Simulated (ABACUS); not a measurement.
# BN: equation of state with PBE

The system is BN.

```
N B
1.0
     2.49824    0.00000    0.00000
    -1.24912    2.16354    0.00000
     0.00000    0.00000    6.63570
N B
2 2
Direct
  0.66667 0.33333 0.25000
  0.33333 0.66667 0.75000
  0.66667 0.33333 0.75000
  0.33333 0.66667 0.25000
```

```json
{
  "Program": "ABACUS 3.10.1",
  "Task": "equation of state",
  "Functional": "PBE",
  "Potentials or basis": "PseudoDojo NC SR 0.4.1 PBE standard",
  "Cutoff": "1361 eV",
  "Density cutoff": "5442 eV",
  "Basis": "DZP LCAO (the cutoffs set its grid)",
  "k mesh": "8 × 8 × 3",
  "Occupations": "fermi-dirac, width 0.05 eV",
  "Spin": "no spin polarisation"
}
```

```yaml
Equilibrium_volume: 9.22 Å³/atom
Bulk_modulus_at_fixed_shape_and_positions: 232 GPa
Pressure_derivative_of_the_bulk_modulus: "3.6 (rough: it moves with the points fitted)"
```

Energy against volume, from the lowest point:
```csv
volume (Å³/atom),energy (meV/atom)
8.429,56.60
8.787,15.69
9.146,0.00
9.505,5.35
```

All runs of the series together: 18 s on 4 threads of Intel(R) Xeon(R) 6975P-C (Granite Rapids), on a shared host.

Caveat: the k mesh is coarse (spacing up to 0.36 Å⁻¹), so the values aren't converged; the atomic orbitals were generated for these runs and aren't a published set; the cell was scaled at fixed shape and fractional positions, which overstates the stiffness of a crystal with free parameters, most of all of layers and chains; this functional lacks dispersion, which binds the layers, so the pressure and a relaxed spacing across them are unreliable; the basis of atomic orbitals isn't converged, which shifts pressures, moduli and gaps.
